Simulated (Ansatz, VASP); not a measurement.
## Sr: VASP beside Ansatz

INCAR

```
SYSTEM = Sr
PREC = Accurate
ENCUT = 520
EDIFF = 1E-7
ISMEAR = -1
SIGMA = 0.05
LREAL = .False.
LASPH = .True.
NELM = 80
ALGO = Normal
ISIF = 2
LWAVE = .False.
LCHARG = .False.
GGA = PE
NBANDS = 11
```

File KPOINTS:

```
Automatic mesh
0
Gamma
  8 8 8
  0 0 0
```

Contents of POSCAR:

```
Sr
1.0
   -2.4511262978      2.4511262978      2.4511262978
    2.4511262978     -2.4511262978      2.4511262978
    2.4511262978      2.4511262978     -2.4511262978
Sr
1
Direct
    0.0000000000      0.0000000000      0.0000000000
```

input.yaml

```yaml
crystal:
  lattice:
    - [-2.4511262978, 2.4511262978, 2.4511262978]
    - [2.4511262978, -2.4511262978, 2.4511262978]
    - [2.4511262978, 2.4511262978, -2.4511262978]
  atoms:
    - { symbol: Sr, position: [0.0, 0.0, 0.0] }
kpoints:
  mp_grid: { grid: [8, 8, 8] }
scf:
  occupations: { method: fermi_dirac, width: 0.05 }
hamiltonian:
  xc: pbe
  pseudopotentials: { kind: all_electron, lapw: { basis_error: 0.0005 } }
output:
  forces: true
  stress: true
  eigenvalues: true
```

Change from the starting cell: volume scaled by 1.02.

Alike in both runs: task single point; functional PBE; k mesh 8 × 8 × 8; occupations fermi-dirac, width 0.05 eV; no spin polarisation.

|  | VASP | Ansatz |
| --- | --- | --- |
| version | VASP 6.6.1 | Ansatz 0.2.0 |
| potentials or method | VASP PAW PBE potentials, release 64 (Sr_sv) | all-electron LAPW, scalar-relativistic |
| plane-wave cutoff (eV) | 520 | see its input |

```tsv
	VASP	Ansatz	Ansatz less VASP
gap on the k mesh at the Fermi level (eV)	none	none	-
pressure (GPa)	-0.9	-0.9	0.00
```

A gap of «none» marks a metal or a gap that the smearing closes. Ansatz ran all-electron here, so the differences hold the error of VASP's frozen core and of both bases.
